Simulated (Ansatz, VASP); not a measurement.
## CuO in VASP and in Ansatz

```xyz
4
Lattice="0.0000 2.5526 2.5526 2.5526 0.0000 2.5526 2.5526 2.5526 0.0000" Properties=species:S:1:pos:R:3 pbc="T T T"
Cu    0.0000    0.0000    0.0000
Cu    2.5526    2.5526    2.5526
O     1.2763    1.2763    1.2763
O     3.8288    3.8288    3.8288
```

Measurements of this composition are mostly on another form, of space group No. 15.

Alike in both runs: task single point; functional r2SCAN; k mesh 6 × 6 × 6; occupations gaussian, width 0.05 eV; collinear spin, antiferromagnetic start; Hubbard terms Cu d U = 7 eV.

|  | VASP | Ansatz |
| --- | --- | --- |
| version | VASP 6.6.1 | Ansatz 0.2.0 |
| potentials or method | VASP PAW PBE potentials, release 64 (Cu, O) | Ansatz PAW |
| plane-wave cutoff (eV) | 520 | 500 |
| valence electrons in the cell | 34 | 50 |

Ansatz gave:

| Property | Result |
| --- | --- |
| gap on the k mesh at the Fermi level (eV) | none |
| pressure (GPa) | 17.8 |
| net moment per atom (μB) | 0.00 |

Problem. What did VASP give for the same quantities?

Solution. gap on the k mesh at the Fermi level (eV): none; pressure (GPa): 6.0; net moment per atom (μB): 0.00.

The programs project onto different local orbitals, so the same U acts differently. A gap of «none» marks a metal or a gap that the smearing closes. The two sets of potentials don't hold the same shells in valence.

Caveats: the PAW data sets were made with another functional, which shifts forces and pressure a little (VASP); the magnetic or orbital state may not be the lowest (Ansatz); the PAW data sets come from PBE, with cores solved anew for the run's functional, which leaves a small shift of forces and pressure (Ansatz); the starting moments weren't kept (Ansatz). The state reached can hang on the start; a lower one may exist.
